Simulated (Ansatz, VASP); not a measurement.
**Na: VASP beside Ansatz**

Contents of INCAR:

```
SYSTEM = Na
PREC = Accurate
ENCUT = 520
EDIFF = 1E-6
ISMEAR = -1
SIGMA = 0.08
LREAL = .False.
LASPH = .True.
NELM = 60
ALGO = Normal
ISIF = 2
LWAVE = .False.
LCHARG = .False.
GGA = PS
NBANDS = 14
```

File KPOINTS:

```
regular mesh
0
Gamma
  9 9 9
  0 0 0
```

Contents of POSCAR:

```
Na
1.0
    0.0000000000      3.7405938466      3.7405938466
    3.7405938466      0.0000000000      3.7405938466
    3.7405938466      3.7405938466      0.0000000000
Na
2
Direct
   -0.1250000000     -0.1250000000     -0.1250000000
    0.1250000000      0.1250000000      0.1250000000
```

Input for Ansatz:

```yaml
crystal:
  lattice:
    - [0.0, 3.7405938466, 3.7405938466]
    - [3.7405938466, 0.0, 3.7405938466]
    - [3.7405938466, 3.7405938466, 0.0]
  atoms:
    - { symbol: Na, position: [-0.125, -0.125, -0.125] }
    - { symbol: Na, position: [0.125, 0.125, 0.125] }
kpoints:
  mp_grid: { grid: [9, 9, 9] }
  band_path:
    path:
      - [0.0, 0.0, 0.0]
      - [0.5, 0.0, 0.5]
      - [0.625, 0.25, 0.625]
      - [0.375, 0.375, 0.75]
      - [0.0, 0.0, 0.0]
      - [0.5, 0.5, 0.5]
      - [0.5, 0.25, 0.75]
      - [0.5, 0.0, 0.5]
    npoints: 14
scf:
  occupations: { method: fermi_dirac, width: 0.08 }
hamiltonian:
  xc: pbesol
  pseudopotentials: { kind: all_electron, lapw: { basis_error: 0.001 } }
output:
  forces: true
  stress: true
  eigenvalues: true
  populations: true
  dos: { projected: true, de: 0.2, e_range: [-14, 8] }
```

This isn't the form of Na at room conditions, which is bcc.

Alike in both runs: task single point; functional PBEsol; k mesh 9 × 9 × 9; occupations fermi-dirac, width 0.08 eV; no spin polarisation.

|  | VASP | Ansatz |
| --- | --- | --- |
| version | VASP 6.6.1 | Ansatz 0.2.0 |
| potentials or method | VASP PAW PBE potentials, release 64 (Na_pv) | all-electron LAPW, scalar-relativistic |
| plane-wave cutoff (eV) | 520 | see its input |

```csv
,VASP,Ansatz,Ansatz less VASP
pressure (GPa),0.0,0.0,+0.01
```

Ansatz ran all-electron here, so the differences hold the error of VASP's frozen core and of both bases.

Caveats: the PAW data sets were made with another functional, which shifts forces and pressure a little (VASP).
